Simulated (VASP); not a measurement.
## From an Ansatz input to VASP: Si (strained lonsdaleite (2H))

Ansatz input

```yaml
crystal:
  lattice:
    - [3.832129559, 0.0, 0.0]
    - [-1.9160647795, 3.3187215487, 0.0]
    - [0.0, 0.0, 6.5314533663]
  atoms:
    - { symbol: Si, position: [0.3333333333, 0.6666666667, 0.0019979611] }
    - { symbol: Si, position: [0.6666666667, 0.3333333333, 0.5019979611] }
    - { symbol: Si, position: [0.3333333333, 0.6666666667, 0.3730020389] }
    - { symbol: Si, position: [0.6666666667, 0.3333333333, 0.8730020389] }
kpoints:
  mp_grid: { grid: [12, 12, 4] }
  band_path:
    path:
      - [0.0, 0.0, 0.0]
      - [0.5, 0.0, 0.0]
      - [0.3333333333, 0.3333333333, 0.0]
      - [0.0, 0.0, 0.5]
      - [0.5, 0.0, 0.5]
      - [0.3333333333, 0.3333333333, 0.5]
      - [0.0, 0.424479, 0.356771]
    npoints: 1
hamiltonian:
  xc: pbe
scf:
  occupations: { method: fermi_dirac, width: 0.02 }
  n_extra_bands: 5
output:
  forces: true
  stress: true
  eigenvalues: true
  write_density: true
  write_potential: true
  elf: true
  volumetric_format: npy
```

Problem. Which VASP files do the same job?

Solution. 

INCAR

```
EDIFF = 1E-7
LREAL = .FALSE.
ISIF = 2
NELM = 120
LCHARG = .FALSE.
ISMEAR = -1
NSW = 0
LASPH = .TRUE.
IBRION = -1
GGA = PE
ENCUT = 520
SIGMA = 0.02
LWAVE = .FALSE.
NBANDS = 16
PREC = Accurate
```

KPOINTS

```
KPOINTS created by Atomic Simulation Environment
0
Gamma
12 12 4
0 0 0
```

KPOINTS_OPT

```
special points
7
Reciprocal
0.0000000000 0.0000000000 0.0000000000 1
0.5000000000 0.0000000000 0.0000000000 1
0.3333333333 0.3333333333 0.0000000000 1
0.0000000000 0.0000000000 0.5000000000 1
0.5000000000 0.0000000000 0.5000000000 1
0.3333333333 0.3333333333 0.5000000000 1
0.0000000000 0.4244790000 0.3567710000 1
```

POSCAR

```
Si
 1.0000000000000000
     3.8321295590073570    0.0000000000000000    0.0000000000000000
    -1.9160647795036785    3.3187215486936292    0.0000000000000000
     0.0000000000000000    0.0000000000000000    6.5314533663000001
 Si
   4
Cartesian
 -0.0000000000000000  2.2124810324624193  0.0130495894801826
  1.9160647795036783  1.1062405162312097  3.2787762726301830
 -0.0000000000000000  2.2124810324624193  2.4362454228823172
  1.9160647795036783  1.1062405162312097  5.7019721060323176
```

VASP ran with the recommended PBE PAW datasets (16 valence electrons in the cell). Other inputs would serve too.

|  | Ansatz | VASP |
| --- | --- | --- |
| gap between bands v and c | 0.56 eV | 0.56 eV |
| least direct gap | 1.24 eV | 1.25 eV |
| pressure | -1.4 GPa | -1.5 GPa |
| largest force | 0.02 eV/Å | 0.01 eV/Å |

The two codes use different PAW datasets and cutoffs. VASP's cell holds 16 valence electrons and Ansatz's 16. Ansatz's stress includes a Pulay correction; VASP's doesn't.
